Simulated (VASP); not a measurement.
LiI (rock salt): computed properties

All values below come from LDA (Ceperley-Alder, Perdew-Zunger), VASP's LDA PAW potentials (set 64) (plane waves; VASP 6.6.1).

```
Property                                                                         Value
---------------------------------------------  ---------------------------------------
space group                                                                Fm-3m (225)
cell                                           a = b = c = 5.805 Å, α = β = γ = 90.00°
volume per atom                                                          24.45 Å³/atom
band gap (over mesh and band path)                                             4.28 eV
smallest direct gap (over mesh and band path)                                  4.53 eV
Hill bulk modulus                                                             261 kbar
Hill shear modulus                                                            17.3 GPa
Poisson's ratio                                                                  0.228
band-edge character                                         indirect, K-Γ at 0.71 to X
density                                                                     4.54 g/cm³
mean ε∞ (DFPT)                                                                    4.50
mean ε∞ (independent particles)                                                   4.99
mean static ε                                                                    13.18
optical Γ-point spectrum                                                 169 (×3) cm⁻¹
C11                                                                           49.6 GPa
C12                                                                           14.3 GPa
C44                                                                           17.1 GPa
```

```yaml
crystal:
  lattice:
    - [0.00000, 2.90247, 2.90247]
    - [2.90247, 0.00000, 2.90247]
    - [2.90247, 2.90247, 0.00000]
  atoms:
    - { symbol: Li, position: [0.00000, 0.00000, 0.00000] }
    - { symbol: I, position: [0.50000, 0.50000, 0.50000] }
```

Measured: gap 6.40 eV (computed value off by -2.12 eV), as given by Aguado et al., (1998), arXiv:cond-mat/9809176; ε∞ 3.80 at 297 K (computed value off by +18.5 %), as given by H. H. Li, Journal of Physical and Chemical Reference Data (1976), doi:10.1063/1.555536 [long-wavelength limit of the electronic terms of a dispersion formula fitted to measured refractive indices over 0.25-25.0 um; lattice terms left out]. Unless said otherwise, spin-orbit coupling is left out, though it shifts the bands of the heavy elements here.

The compound is LiI in the rock salt structure. It was relaxed first, which changed the volume by -10 %. Symmetry was kept, so distortions that lower it aren't found.
